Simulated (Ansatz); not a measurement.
A calculation with Ansatz 0.2.0 of Eu (native input, Cartesian positions):

File input.yaml:

```yaml
crystal:
  lattice:
    - [-2.303, 2.303, 2.303]
    - [2.303, -2.303, 2.303]
    - [2.303, 2.303, -2.303]
  atoms:
    - { symbol: Eu, spin: 7.0, position_ang: [0.0, 0.0, 0.0] }
hamiltonian:
  xc: r2scan
  pseudopotentials: { kind: paw }
  dispersion: d4
  hubbard: { sites: [{ species: Eu, l: f, u_eff: 7.0 }], double_counting: amf }
magnetization:
  spin_polarized: true
kpoints:
  mp_grid: { grid: [8, 8, 8] }
scf:
  occupations: { method: tetrahedron }
  n_extra_bands: 6
output:
  forces: true
  stress: true
  dos: { projected: true, de: 0.05, nscf_kmesh: { grid: [12, 12, 12] } }
```

Potentials or basis: Ansatz PAW.

Command:

```bash
$ ansatz run input.yaml --threads 1 --pin off --max-ram 2560MiB --backend cpu --events-out ev --progress --plain --runs-dir out
```

Question: Write the same calculation in another form: native input, structure typed inline.

Answer: As run:

Contents of input.yaml:

```yaml
crystal:
  lattice:
    - [-2.303, 2.303, 2.303]
    - [2.303, -2.303, 2.303]
    - [2.303, 2.303, -2.303]
  atoms:
    - { symbol: Eu, position: [0.0, 0.0, 0.0], spin: 7.0 }
hamiltonian:
  xc: r2scan
  pseudopotentials: { kind: paw }
  dispersion: d4
  hubbard: { sites: [{ species: Eu, l: f, u_eff: 7.0 }], double_counting: amf }
magnetization:
  spin_polarized: true
kpoints:
  mp_grid: { grid: [8, 8, 8] }
scf:
  occupations: { method: tetrahedron }
  n_extra_bands: 6
output:
  forces: true
  stress: true
  dos: { projected: true, de: 0.05, nscf_kmesh: { grid: [12, 12, 12] } }
```

Potentials or basis: Ansatz PAW.

Launch:

```console
$ ansatz run input.yaml --threads 1 --pin off --max-ram 2560MiB --backend cpu --events-out ev --progress --plain --runs-dir out
```

Both were run:

|  | native input, Cartesian positions | native input, structure typed inline |
| --- | --- | --- |
| Pressure | -0.6 GPa | -0.6 GPa |
| Band gap on the k mesh | none (metal or under the smearing width) | none (metal or under the smearing width) |
| Net moment | 1.07 μB per cell | 1.07 μB per cell |
| Absolute moment | 3.01 μB per cell | 3.01 μB per cell |
| Site moments | Eu +1.04 μB | Eu +1.04 μB |
| Density of states at the Fermi level | 0.87 states/eV per cell | 0.87 states/eV per cell |

Keys that steer only the numerical path or the files written may differ.

Caveat: the magnetic or orbital state may not be the lowest; spin-orbit coupling is left out, which moves the levels of the heavy elements; pairwise dispersion overbinds metals, which lowers pressure and volume; the PAW data sets come from PBE, with cores solved anew for the run's functional, which leaves a small shift of forces and pressure; with tetrahedron occupations forces and stress needn't match the slope of the energy.
